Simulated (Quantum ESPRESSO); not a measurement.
**As under changes of volume**

One of the cells (19.764 Å³/atom); the others are scaled copies at fixed shape and fractional positions:

```
As
1.0
     2.70368    0.00000    0.00000
     0.00000    2.70368    0.00000
     0.00000    0.00000    2.70368
As
1
Direct
  0.50000 0.50000 0.50000
```

This isn't the form of As at room conditions, which is rhombohedral.

- Program: Quantum ESPRESSO 7.5
- Functional: PBEsol
- Potentials or basis: GBRV 1.5 PBEsol
- Cutoff: 612 eV
- Density cutoff: 4898 eV
- k mesh: 10 × 10 × 10
- Occupations: fermi-dirac, width 0.05 eV
- Spin: no spin polarisation

```tsv
volume (Å³/atom)	energy over the lowest point (meV/atom)	pressure (GPa)
18.578	13.72	5.0
18.973	4.21	2.7
19.368	0.00	0.7
19.764	0.52	-1.1
20.159	5.30	-2.8
20.554	?	?
20.949	26.11	-5.6
```

Problem. What does the run at 20.554 Å³/atom give?

Solution. Energy over the lowest point 13.95 meV/atom; pressure -4.3 GPa.

Worked out: A Birch-Murnaghan fit of order 3 (a polynomial in V^(-2/3)) to the other rows has its minimum at 19.52 Å³/atom with B0 = V·E''(V) = 91 GPa and B' = 4.1. It gives 13.97 meV/atom at 20.554 Å³/atom, against the run's 13.95, and -dE/dV = -4.2 GPa, against -4.3.

Energies are extrapolated to zero smearing.
